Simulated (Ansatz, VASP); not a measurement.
Nb: VASP beside Ansatz

Contents of INCAR:

```
PREC     = Accurate       # precision mode
ENCUT    = 520            # plane-wave cutoff, eV
EDIFF    = 1E-7           # SCF threshold, eV
ISMEAR   = -1             # smearing method
SIGMA    = 0.08           # smearing width, eV
LREAL    = False          # projectors in reciprocal space
LASPH    = True           # aspherical terms in the spheres
NELM     = 60             # most SCF steps
ALGO     = Normal         # electronic algorithm
ISIF     = 2              # what is computed and relaxed
LWAVE    = False          # write WAVECAR
LCHARG   = False          # write CHGCAR
NBANDS   = 12             # bands
```

File KPOINTS:

```
regular mesh
0
Gamma
  16 16 16
```

The input POSCAR:

```
Nb
1.0
   -1.6549121188      1.6549121188      1.6549121188
    1.6549121188     -1.6549121188      1.6549121188
    1.6549121188      1.6549121188     -1.6549121188
Nb
1
Direct
    0.0000000000      0.0000000000      0.0000000000
```

Input for Ansatz:

```yaml
crystal:
  lattice:
    - [-1.6549121188, 1.6549121188, 1.6549121188]
    - [1.6549121188, -1.6549121188, 1.6549121188]
    - [1.6549121188, 1.6549121188, -1.6549121188]
  atoms:
    - { symbol: Nb, position: [0.0, 0.0, 0.0] }
kpoints:
  mp_grid: { grid: [16, 16, 16] }
  band_path:
    path:
      - [0.0, 0.0, 0.0]
      - [0.5, -0.5, 0.5]
      - [0.0, 0.0, 0.5]
      - [0.0, 0.0, 0.0]
      - [0.25, 0.25, 0.25]
      - [0.5, -0.5, 0.5]
      - [0.25, 0.25, 0.25]
      - [0.0, 0.0, 0.5]
    npoints: 5
scf:
  occupations: { method: fermi_dirac, width: 0.08 }
hamiltonian:
  xc: lda
  pseudopotentials: { kind: all_electron, lapw: { basis_error: 0.001 } }
output:
  forces: true
  stress: true
  eigenvalues: true
```

Alike in both runs: task single point; functional LDA; k mesh 16 × 16 × 16; occupations fermi-dirac, width 0.08 eV; no spin polarisation.

|  | VASP | Ansatz |
| --- | --- | --- |
| version | VASP 6.6.1 | Ansatz 0.2.0 |
| potentials or method | VASP PAW LDA potentials, release 64 (Nb_sv) | all-electron LAPW, scalar-relativistic |
| plane-wave cutoff (eV) | 520 | see its input |

|  | VASP | Ansatz | Ansatz less VASP |
| --- | --- | --- | --- |
| pressure (GPa) | -10.0 | -9.9 | +0.13 |

Ansatz ran all-electron here, so the differences hold the error of VASP's frozen core and of both bases.
